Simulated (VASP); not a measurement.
# CaSe (Fm-3m) in VASP: notebook, part 2 of 2

VASP 6.6.1.

## 5. Single point, LDA

This run uses another cell than the first one, of 25.31 Å³/atom.

INCAR reads:

```
SYSTEM = CaSe
ALGO = Normal
EDIFF = 1E-7
ENCUT = 520
GGA = CA
ISIF = 2
ISMEAR = -1
LASPH = .True.
LCHARG = .False.
LREAL = .False.
LWAVE = .False.
NBANDS = 15
NELM = 100
PREC = Accurate
SIGMA = 0.05
```

KPOINTS reads:

```
k-points
0
Gamma
  8 8 8
  0 0 0
```

POSCAR reads:

```
CaSe
1.0
    0.0000000000      2.9361604760      2.9361604760
    2.9361604760      0.0000000000      2.9361604760
    2.9361604760      2.9361604760      0.0000000000
Se Ca
1 1
Direct
    0.5000000000      0.5000000000      0.5000000000
    0.0000000000      0.0000000000      0.0000000000
```

Potentials or basis: VASP PAW LDA potentials, release 64 (Se, Ca_sv).

Run with:

```
$ cat potpaw_LDA.64/Se/POTCAR potpaw_LDA.64/Ca_sv/POTCAR > POTCAR
$ mpirun -np 1 vasp_std > vasp.out
```

OUTCAR:

```text
SYSTEM = CaSe
   EDIFF = 1E-7
   ENCUT = 520
   GGA = CA
   ISIF = 2
   ISMEAR = -1
   LASPH = .True.
   LREAL = .False.
   NELM = 100
   PREC = Accurate

 ion  position               nearest neighbor table
   1  0.500  0.500  0.500-   2 2.94   2 2.94   2 2.94   2 2.94   2 2.94   2 2.94
   2  0.000  0.000  0.000-   1 2.94   1 2.94   1 2.94   1 2.94   1 2.94   1 2.94

  LATTYP: Found a face centered cubic cell.
 ALAT       =     5.8723209520

  Lattice vectors:

 A1 = (   0.0000000000,   2.9361604760,   2.9361604760)
 A2 = (   2.9361604760,   0.0000000000,   2.9361604760)
[... 609 lines left out ...]
     12       8.4547      0.00000
     13       8.8204      0.00000
     14       9.7147      0.00000
     15      11.1460      0.00000

 [... further k-points ...]
[... 5 lines left out ...]
  --------------------------------------------------------------------------------------
  -------------------------------------------------------------------------------------
  Total       -0.6167770     -0.6167770     -0.6167770      0.0000000      0.0000000      0.0000000
  in kB      -19.5195301    -19.5195301    -19.5195301      0.0000000      0.0000000      0.0000000
  external PRESSURE =     -19.5195301 kB  Pullay stress =       0.0000000 kB

 VOLUME and BASIS-vectors are now :
 -----------------------------------------------------------------------------
  energy-cutoff  :      520.00
  volume of cell :       50.63
      direct lattice vectors                 reciprocal lattice vectors
     0.000000000  2.936160476  2.936160476    -0.170290420  0.170290420  0.170290420
     2.936160476  0.000000000  2.936160476     0.170290420 -0.170290420  0.170290420
     2.936160476  2.936160476  0.000000000     0.170290420  0.170290420 -0.170290420

 POSITION                                       TOTAL-FORCE (eV/Angst)
 -----------------------------------------------------------------------------------
      2.93616      2.93616      2.93616         0.000000     -0.000000     -0.000000
      0.00000      0.00000      0.00000        -0.000000      0.000000      0.000000
 -----------------------------------------------------------------------------------
    total drift:                                0.000000     -0.000000     -0.000000

  FREE ENERGIE OF THE ION-ELECTRON SYSTEM (eV)
  ---------------------------------------------------
  free  energy   TOTEN  =       -10.5726988837 eV

  energy  without entropy=      -10.5726988833  energy(sigma->0) =      -10.57269888
```

OSZICAR:

```text
N       E                     dE             d eps       ncg     rms          rms(c)
DAV:   1     0.105523686034E+03    0.10552E+03   -0.74448E+03   870   0.985E+02
DAV:   2    -0.622958759378E+01   -0.11175E+03   -0.10650E+03  1094   0.246E+02
DAV:   3    -0.105608297943E+02   -0.43312E+01   -0.42941E+01  1130   0.464E+01
DAV:   4    -0.107663682079E+02   -0.20554E+00   -0.20541E+00  1255   0.848E+00
DAV:   5    -0.107676925953E+02   -0.13244E-02   -0.13244E-02  1144   0.763E-01    0.441E+00
DAV:   6    -0.106025278577E+02    0.16516E+00   -0.18856E-01  1045   0.234E+00    0.258E+00
DAV:   7    -0.105743938591E+02    0.28134E-01   -0.80596E-02  1120   0.187E+00    0.801E-01
DAV:   8    -0.105727458792E+02    0.16480E-02   -0.89173E-03   996   0.755E-01    0.108E-01
DAV:   9    -0.105726910877E+02    0.54791E-04   -0.59069E-04  1107   0.250E-01    0.415E-02
DAV:  10    -0.105726984081E+02   -0.73203E-05   -0.10776E-04  1025   0.629E-02    0.174E-02
DAV:  11    -0.105726994031E+02   -0.99506E-06   -0.10317E-05  1103   0.284E-02    0.690E-03
DAV:  12    -0.105726988925E+02    0.51063E-06   -0.10927E-06  1018   0.647E-03    0.256E-03
DAV:  13    -0.105726988837E+02    0.88221E-08   -0.15219E-07   906   0.264E-03
   1 F= -.10572699E+02 E0= -.10572699E+02  d E =-.341168E-09
```

stdout:

```text
POSCAR found type information on POSCAR SeCa
 POSCAR found :  2 types and       2 ions
 scaLAPACK will be used
 LDA part: xc-table for (Slater(with rela. corr.)+CA(PZ))
 , standard interpolation
 POSCAR, INCAR and KPOINTS ok, starting setup
 FFT: planning ... GRIDC
 FFT: planning ... GRID_SOFT
 FFT: planning ... GRID
 WAVECAR not read
 entering main loop
```

Wall time 20 s (1 thread of Intel Xeon 8259CL, shared host); peak memory 0.16 GiB.

Results:

```
Free energy            : -10.5727 eV
Pressure               : -2.0 GPa
Band gap on the k mesh : 1.81 eV (least direct gap 2.77 eV)
```

## 6. Summary

| cell | gap on the mesh (eV) | pressure (GPa) |
| --- | --- | --- |
| a = 4.095 Å, angles 60.0°, 2 atoms | 1.70 | 0.3 |
| a = 4.124 Å, angles 60.0°, 2 atoms | 1.75 | -0.9 |
| a = 4.180 Å, angles 60.0°, 2 atoms | 1.86 | -2.9 |
| a = 4.152 Å, angles 60.0°, 2 atoms | 1.81 | -2.0 |

Alike in all rows: task single point; level LDA; potentials or basis VASP PAW LDA potentials, release 64 (Se, Ca_sv); no spin polarisation; k mesh 8 × 8 × 8; cutoff (eV) 520; smearing fermi-dirac 0.05 eV.

Absolute energies hang on the potentials; compare differences alone.

## 7. Against experiment

Step 2. Measured gap of CaSe: 3.85 eV (indirect; 2 K; a printed reference work, monograph, original work of 1988). This calculation gives 1.70 eV (-2.15 eV). So large a miss can be the level of theory's own, or it may mean another phase, state or a wrong row. Spin-orbit coupling on Se is left out. The value is that of LDA on a finite k mesh, which can miss the band edges, without temperature or zero-point motion. Semilocal functionals fall short of measured gaps as a rule.

Step 3. Against the measured gap of CaSe, 3.85 eV (indirect; 2 K; a printed reference work, monograph, original work of 1988), the calculated 1.75 eV is off by -2.10 eV. So large a miss can be the level of theory's own, or it may mean another phase, state or a wrong row. Spin-orbit coupling on Se is left out. The value is that of LDA on a finite k mesh, which can miss the band edges, without temperature or zero-point motion. Semilocal functionals fall short of measured gaps as a rule.
